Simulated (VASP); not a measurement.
# ZnS (F-43m): band edges, masses and strain, part 3 of 3

Wanted: where the band edges of ZnS lie, how heavy the carriers are and how strain moves the gap. The start is a cell from a database of measured crystal structures.

VASP 6.6.1, plane waves and PAW; the level of theory is named at each step.

So far. Step 12 (Bands of the strained cell, strain hydrostatic 0.5 %): Between step 8 and this run (strain hydrostatic 0.5 %) the value for the least gap on mesh and path moves from 1.98 eV to 1.91 eV. Step 14 (Bands of the strained cell, strain along x -0.5 %): The run ends at a pressure of -1.70 GPa.

The database entry behind the starting cell differs from later determinations by our own check (about 0.1 % short), so it need not match the best structure at ambient conditions.

### Step 18. Orbitals for bands with HSE06

This step: PBE; plane waves and PAW (Zn, S) (VASP 6.6.1).

The hybrid starts from PBE orbitals, which saves many expensive cycles.

The input, INCAR:

```
SYSTEM = ZnS
PREC = Accurate
ENCUT = 400
EDIFF = 1E-05
NELM = 100
ISMEAR = 0
SIGMA = 0.02
LREAL = .FALSE.
ALGO = Normal
GGA = PE
NBANDS = 15
LORBIT = 11
LWAVE = .TRUE.
LCHARG = .FALSE.
KPAR = 4
```

The input, POSCAR:

```
ZnS
1.0
    0.0000000000      2.7020000000      2.7020000000
    2.7020000000      0.0000000000      2.7020000000
    2.7020000000      2.7020000000      0.0000000000
Zn S
1 1
Direct
    0.7500000000      0.7500000000      0.7500000000
    0.0000000000      0.0000000000      0.0000000000
```

The input, KPOINTS:

```
Automatic mesh
0
Gamma
6 6 6
0 0 0
```

The projector-augmented-wave data sets are Zn and S (PBE family, release 64).

Run with:

```console
> mpirun -np 4 vasp_std
```

Elapsed: 4 s, on 4 MPI ranks of Intel Xeon Platinum 8259CL at 2.50GHz (Skylake/Cascade Lake), shared host; peak memory 0.56 GiB; 14 s of CPU time.

This step gave:

```
SCF cycles                     : 11
bands                          : 15
irreducible k-points           : 16
symmetry operations            : 24
free energy (TOTEN)            : -6.841 eV
Fermi energy                   : 2.23 eV
pressure                       : 1.528 GPa
gap on the k-mesh              : 2.111 eV
least direct gap on the k-mesh : 2.111 eV
```

At this level the gap is 2.11 eV on the k-mesh of the self-consistent run, which can miss the band edges.

### Step 19. Bands with HSE06

This step: HSE06; plane waves and PAW (Zn, S) (VASP 6.6.1).

A quarter of screened exact exchange corrects much of the semilocal gap error; its cost forces a coarser mesh.

The input, INCAR:

```
SYSTEM = ZnS
PREC = Accurate
ENCUT = 400
EDIFF = 1E-06
NELM = 100
ISMEAR = 0
SIGMA = 0.02
LREAL = .FALSE.
ALGO = Normal
LHFCALC = .TRUE.
AEXX = 0.25
GGA = PE
HFSCREEN = 0.2
LASPH = .TRUE.
NBANDS = 15
PRECFOCK = Fast
LORBIT = 11
LWAVE = .FALSE.
LCHARG = .FALSE.
KPAR = 4
ISIF = 2
```

POSCAR is that of step 18.

KPOINTS is that of step 18.

The input, KPOINTS_OPT:

```
Line mode
8
Line-mode
Reciprocal
  0.00000000   0.00000000   0.00000000 GAMMA
  0.50000000   0.00000000   0.50000000 X

  0.50000000   0.00000000   0.50000000 X
  0.50000000   0.25000000   0.75000000 W

  0.50000000   0.25000000   0.75000000 W
  0.37500000   0.37500000   0.75000000 K

  0.37500000   0.37500000   0.75000000 K
  0.00000000   0.00000000   0.00000000 GAMMA

  0.00000000   0.00000000   0.00000000 GAMMA
  0.50000000   0.50000000   0.50000000 L

  0.50000000   0.50000000   0.50000000 L
  0.62500000   0.25000000   0.62500000 U

  0.62500000   0.25000000   0.62500000 U
  0.50000000   0.25000000   0.75000000 W

  0.50000000   0.25000000   0.75000000 W
  0.50000000   0.50000000   0.50000000 L

  0.50000000   0.50000000   0.50000000 L
  0.37500000   0.37500000   0.75000000 K

  0.62500000   0.25000000   0.62500000 U
  0.50000000   0.00000000   0.50000000 X
```

The run starts from files that an earlier step left in the folder.

Run with:

```console
> mpirun -np 4 vasp_std
```

Run time: 16 min. Hardware: 4 MPI ranks; peak memory 1.1 GiB.

Numbers from this step:

- SCF cycles: 10
- free energy (TOTEN): -8.389 eV
- Fermi energy: 1.498 eV
- pressure: 0.6011 GPa
- least gap on mesh and path: 3.343 eV
- least direct gap on mesh and path: 3.343 eV

Electronic bands along the path, in eV, zero at the valence-band top; v1 is the highest filled band, c1 the lowest empty one:

| point | v4 | v3 | v2 | v1 | c1 | c2 | c3 | c4 |
| --- | --- | --- | --- | --- | --- | --- | --- | --- |
| Γ | -7.40 | 0.00 | 0.00 | 0.00 | 3.34 | 7.70 | 7.70 | 7.70 |
| 0.43 of the way | -7.38 | -2.29 | -1.05 | -1.05 | 5.57 | 6.08 | 9.47 | 9.47 |
| X | -7.13 | -4.99 | -2.35 | -2.35 | 4.39 | 5.28 | 12.57 | 13.72 |
| 0.43 of the way | -7.06 | -4.94 | -2.60 | -2.56 | 5.09 | 5.93 | 11.47 | 11.86 |
| W | -6.96 | -4.83 | -2.98 | -2.87 | 6.80 | 7.56 | 9.25 | 9.44 |
| 0.57 of the way | -6.99 | -4.87 | -3.26 | -2.22 | 5.78 | 7.34 | 10.05 | 10.56 |
| K | -7.01 | -4.90 | -3.35 | -1.92 | 5.24 | 7.30 | 10.78 | 11.30 |
| 0.57 of the way | -7.38 | -2.85 | -1.40 | -0.37 | 5.52 | 7.47 | 8.47 | 8.52 |
| Γ | -7.40 | 0.00 | 0.00 | 0.00 | 3.34 | 7.70 | 7.70 | 7.70 |
| 0.43 of the way | -7.41 | -2.51 | -0.39 | -0.39 | 4.69 | 7.94 | 8.28 | 8.28 |
| L | -7.17 | -5.61 | -0.92 | -0.92 | 4.56 | 8.20 | 8.20 | 10.23 |
| 0.43 of the way | -7.12 | -5.36 | -2.00 | -1.22 | 5.57 | 7.48 | 9.01 | 10.21 |
| U | -7.01 | -4.90 | -3.35 | -1.92 | 5.24 | 7.30 | 10.78 | 11.30 |
| 0.43 of the way | -6.99 | -4.87 | -3.26 | -2.22 | 5.78 | 7.34 | 10.05 | 10.56 |
| W | -6.96 | -4.83 | -2.98 | -2.87 | 6.80 | 7.56 | 9.25 | 9.44 |
| 0.57 of the way | -7.10 | -5.28 | -2.21 | -1.38 | 5.91 | 7.22 | 9.18 | 10.27 |
| L | -7.17 | -5.61 | -0.92 | -0.92 | 4.56 | 8.20 | 8.20 | 10.23 |
| 0.43 of the way | -7.12 | -5.36 | -2.00 | -1.22 | 5.57 | 7.48 | 9.01 | 10.21 |
| K | -7.01 | -4.90 | -3.35 | -1.92 | 5.24 | 7.30 | 10.78 | 11.30 |
| jump to U | -7.01 | -4.90 | -3.35 | -1.92 | 5.24 | 7.30 | 10.78 | 11.30 |
| 0.43 of the way | -7.07 | -4.95 | -2.86 | -2.20 | 4.82 | 6.00 | 11.69 | 12.49 |
| X | -7.13 | -4.99 | -2.35 | -2.35 | 4.39 | 5.28 | 12.57 | 13.72 |

Of the projections kept (Zn, S), the largest for each band there; the rest of the weight can lie on other orbitals:

| point | v4 | v3 | v2 | v1 | c1 | c2 | c3 | c4 |
| --- | --- | --- | --- | --- | --- | --- | --- | --- |
| Γ | Zn 1.00 | S 0.78 | S 0.78 | S 0.78 | Zn 0.50 | Zn 0.98 | Zn 0.98 | Zn 0.98 |
| X | Zn 0.96 | Zn 0.59 | S 0.74 | S 0.74 | Zn 0.78 | Zn 0.83 | S 0.77 | Zn 0.59 |
| W | Zn 0.96 | Zn 0.51 | S 0.66 | S 0.73 | S 0.59 | Zn 0.56 | Zn 0.76 | Zn 0.75 |
| K | Zn 0.96 | Zn 0.52 | S 0.68 | S 0.74 | Zn 0.79 | Zn 0.52 | S 0.61 | Zn 0.64 |
| Γ | Zn 1.00 | S 0.78 | S 0.78 | S 0.78 | Zn 0.50 | Zn 0.98 | Zn 0.98 | Zn 0.98 |
| L | Zn 0.98 | S 0.57 | S 0.76 | S 0.75 | Zn 0.71 | Zn 0.92 | Zn 0.92 | S 0.78 |

At this level the gap is 3.34 eV.

The path shows a direct gap of 3.34 eV (valence top at Γ, conduction bottom at Γ).

### Step 20. Outcome

| Property | Result |
| --- | --- |
| gap, PBEsol | 1.98 eV |
| gap with spin-orbit coupling | 1.96 eV |
| gap, HSE06 without spin-orbit coupling | 3.34 eV |
| electron masses, over the table's valid entries, with spin-orbit coupling | 0.16 to 0.16 electron masses |
| hole masses, over the table's valid entries, with spin-orbit coupling | 0.24 to 0.68 electron masses |
| mean electronic dielectric constant | 6.08 |

In this F-43m structure the PBEsol gap is 1.98 eV and direct. Spin-orbit coupling changes the gap by -20 meV on the same mesh. HSE06, on a coarser mesh, gives 3.34 eV, 1.37 eV more. The masses of the two step lengths differ by up to 10 %, so the edges with valid masses are near parabolic there; other directions were not tested. The strain series leaves spin-orbit coupling out, which changes how the degenerate or nearly degenerate top splits under uniaxial strain, so those slopes would differ with it. Stretching all axes by 0.5 % moves the gap by -64 meV. Where a small direct gap sets a mass, a semilocal functional that makes the gap too small makes the mass too light; phonons, excitons and temperature are left out.

Computed beside measured:

```
                  quantity  measured           PBEsol  PBEsol, spin-orbit coupling            HSE06
band gap (direct gap) (eV)      3.85  1.98 (-1.87 eV)              1.96 (-1.89 eV)  3.34 (-0.51 eV)
```

Cost of the run behind each value, in core time: PBEsol 2.7 min, PBEsol, spin-orbit coupling 8.2 min, HSE06 63 min.

Measured values from arxiv:0911.5022 (2009).

How well it matches: For the band gap, of the levels listed nearest comes HSE06 (-0.51 eV, fair agreement) and farthest PBEsol, spin-orbit coupling (-1.89 eV, a clear miss). Zero-point and thermal motion shift the measured gap.

[Lines on the potential files, build, host, timing and source positions are cut from VASP's logs without a mark.]

[Logs are printed without paths, hosts, clocks, repeated set-up lines and the standing remarks that a program may print on its own settings, such as how far it seeks lower states.]

[Hosts, paths, dates, database ids (printed as entryN), source tags and the programs' standing remarks are cut or masked in the printed files.]

[In band tables of VASP the shares of atoms and orbitals are scaled to a sum of 1 inside the atoms' spheres.]

[Gaps and slopes under strain along one axis are those of the sampled path and mesh points; where strain splits equal valleys, another of them can be the edge.]
